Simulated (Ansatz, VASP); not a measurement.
## CaSe: VASP beside Ansatz

Contents of POSCAR:

```
CaSe
1.0
    0.0000000000      2.9378597593      2.9378597593
    2.9378597593      0.0000000000      2.9378597593
    2.9378597593      2.9378597593      0.0000000000
Ca Se
1 1
Direct
    0.0000000000      0.0000000000      0.0000000000
    0.5000000000      0.5000000000      0.5000000000
```

File INCAR.step1:

```
SYSTEM = CaSe
  PREC = Accurate
  ENCUT = 520
  ISMEAR = 0
  SIGMA = 0.01
  LREAL = .False.
  LASPH = .True.
  NELM = 100
  NBANDS = 15
  GGA = PE
  ALGO = Normal
  EDIFF = 1E-4
  LWAVE = .True.
  LCHARG = .False.
```

The input INCAR.step2:

```
SYSTEM = CaSe
  PREC = Accurate
  ENCUT = 520
  EDIFF = 1E-6
  ISMEAR = 0
  SIGMA = 0.01
  LREAL = .False.
  LASPH = .True.
  NELM = 100
  ALGO = Normal
  ISIF = 2
  LWAVE = .False.
  LCHARG = .False.
  METAGGA = R2SCAN
  LMIXTAU = .True.
  NBANDS = 15
  ISTART = 1
```

The input KPOINTS:

```
Automatic mesh
0
Gamma
  8 8 8
  0 0 0
```

Input for Ansatz:

```yaml
crystal:
  lattice:
    - [0.0, 2.9378597593, 2.9378597593]
    - [2.9378597593, 0.0, 2.9378597593]
    - [2.9378597593, 2.9378597593, 0.0]
  atoms:
    - { symbol: Ca, position: [0.0, 0.0, 0.0] }
    - { symbol: Se, position: [0.5, 0.5, 0.5] }
kpoints:
  mp_grid: { grid: [8, 8, 8] }
  band_path:
    path:
      - [0.0, 0.0, 0.0]
      - [0.5, 0.0, 0.5]
      - [0.625, 0.25, 0.625]
      - [0.375, 0.375, 0.75]
      - [0.5, 0.5, 0.5]
      - [0.5, 0.25, 0.75]
      - [0.0, 0.5, 0.5]
    npoints: 1
hamiltonian:
  xc: r2scan
scf:
  occupations: { method: fixed }
  n_extra_bands: 4
output:
  forces: true
  stress: true
  eigenvalues: true
```

Change from the starting cell: hydrostatic strain -1.0%.

Alike in both runs: task single point; functional r2SCAN; k mesh 8 × 8 × 8; no spin polarisation.

|  | VASP | Ansatz |
| --- | --- | --- |
| version | VASP 6.6.1 | Ansatz 0.2.0 |
| potentials or method | VASP PAW PBE potentials, release 64 (Ca_sv, Se) | plane waves, PAW |
| plane-wave cutoff (eV) | 520 | 500 |
| occupations | gaussian, width 0.01 eV | fixed |
| valence electrons in the cell | 16 | 26 |

VASP gave:

| Item | Value |
| --- | --- |
| gap on the k mesh at the Fermi level (eV) | 2.44 |
| pressure (GPa) | 1.9 |

Problem. What did Ansatz give for the same quantities?

Solution. gap on the k mesh at the Fermi level (eV): 2.44; pressure (GPa): 1.7.

The two sets of potentials don't hold the same shells in valence.

Caveats: the PAW data sets were made with another functional, which shifts forces and pressure a little (VASP). A k mesh can miss the band edges.
